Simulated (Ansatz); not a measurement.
**Sb under changes of volume**

One of the cells (29.904 Å³/atom); the others are scaled copies at fixed shape and fractional positions:

```
Sb
1.0
     3.12240    0.00000    0.00000
     0.00000    4.34752    0.00000
    -0.03891    0.00000    4.40585
Sb
2
Direct
  0.01139 0.25000 0.24117
  0.98861 0.75000 0.75883
```

This isn't the form of Sb at room conditions, which is rhombohedral.

- Program: Ansatz 0.2.0
- Functional: PBE
- Potentials or basis: Ansatz PAW
- Cutoff: 420 eV (not typed: the program's choice for these potentials)
- k mesh: 9 × 6 × 6
- Occupations: fermi-dirac, width 0.05 eV
- Spin: no spin polarisation

```csv
volume (Å³/atom),energy over the lowest point (meV/atom),pressure (GPa),largest force (eV/Å)
28.110,25.30,4.4,0.156
28.708,11.91,2.9,0.117
29.306,3.66,1.6,0.084
29.904,0.00,0.4,0.055
30.502,0.41,-0.6,0.034
31.100,4.45,-1.5,0.032
31.698,?,?,?
```

Task: What does the run at 31.698 Å³/atom give?

Result: Energy over the lowest point 11.74 meV/atom; pressure -2.4 GPa; largest force 0.047 eV/Å.

Worked out: A Birch-Murnaghan fit of order 3 (a polynomial in V^(-2/3)) to the other rows has its minimum at 30.14 Å³/atom with B0 = V·E''(V) = 53 GPa and B' = 4.9 at fixed shape and positions, which overstates the stiffness. It gives 11.72 meV/atom at 31.698 Å³/atom, against the run's 11.74, and -dE/dV = -2.3 GPa, against -2.4.

Energies are extrapolated to zero smearing.
